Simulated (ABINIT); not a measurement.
Nb:

```
Nb
1.0
    -1.66395    1.66395    1.66395
     1.66395   -1.66395    1.66395
     1.66395    1.66395   -1.66395
Nb
1
Direct
  0.00000 0.00000 0.00000
```

Base run:

```yaml
Program: ABINIT 10.8.3 (patched build)
Functional: PBE
Potentials_or_basis: JTH PAW PBE v2.0
Cutoff: 435 eV
k_mesh: 11 × 11 × 11
Occupations: fermi-dirac, width 0.05 eV
Spin: no spin polarisation
```

Its results: band gap on the k mesh none (metal or under the smearing width); pressure -2.5 GPa.

Problem. The run is repeated on the same cell with these changes: k mesh from 11 × 11 × 11 to 4 × 4 × 4. What comes out?

Solution. Band gap on the k mesh none (metal or under the smearing width); pressure 0.2 GPa.

Caveats: some runs use coarse meshes.
